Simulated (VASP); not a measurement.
VASP input:

KPOINTS:
```
Automatic mesh
0
Gamma
15 15 15
0 0 0
```

File POSCAR:
```
GeTe
1
    2.0651720000     1.1923270000     3.6275210000
   -2.0651720000     1.1923270000     3.6275210000
    0.0000000000    -2.3846560000     3.6275210000
Ge Te
1 1
Direct
  0.9922300000   0.9922300000   0.9922300000
  0.5287770000   0.5287770000   0.5287770000
```

### INCAR
```
SYSTEM = GeTe
PREC = Accurate
ENCUT = 300
EDIFF = 1E-6
NELM = 100
ALGO = Normal
LREAL = .FALSE.
LASPH = .TRUE.
ISMEAR = -1
SIGMA = 0.01
LMAXMIX = 4
LWAVE = .FALSE.
LCHARG = .FALSE.
ISIF = 2
```

POTCAR, in this order: Ge_d Te (LDA.64 set). Program: vasp_std.

Q: Translate this LDA calculation to Quantum ESPRESSO's pw.x.

A: One equivalent input (not run):
```
&CONTROL
  calculation = 'scf'
  pseudo_dir = './pseudo'
  outdir = './out'
  tprnfor = .true.
  tstress = .true.
/
&SYSTEM
  ibrav = 0
  nat = 2
  ntyp = 2
  ecutwfc = 82.3
  occupations = 'smearing'
  smearing = 'fermi-dirac'
  degauss = 0.000735
  input_dft = 'pz'
/
&ELECTRONS
  conv_thr = 7.3e-08
  electron_maxstep = 100
/
ATOMIC_SPECIES
  Ge 72.630 Ge.upf
  Te 127.600 Te.upf
CELL_PARAMETERS angstrom
     2.0651720    1.1923270    3.6275210
    -2.0651720    1.1923270    3.6275210
     0.0000000   -2.3846560    3.6275210
ATOMIC_POSITIONS crystal
  Ge   0.9922300  0.9922300  0.9922300
  Te   0.5287770  0.5287770  0.5287770
K_POINTS automatic
  15 15 15 0 0 0
```
Limits of the translation: the potentials are each code's own (VASP's PAW set, PseudoDojo norm-conserving files in pw.x), so ENCUT and ecutwfc are chosen apart and not converted; conv_thr bounds pw.x's estimated SCF error, while EDIFF bounds the energy change between steps.

The structure comes from a computed database's GeTe entry; how it stands against other phases isn't given here. The cell was not relaxed at this level. The run is one of a series of settings (KPOINTS 15×15×15 Γ-centred mesh against the base run), some of them coarse on purpose.
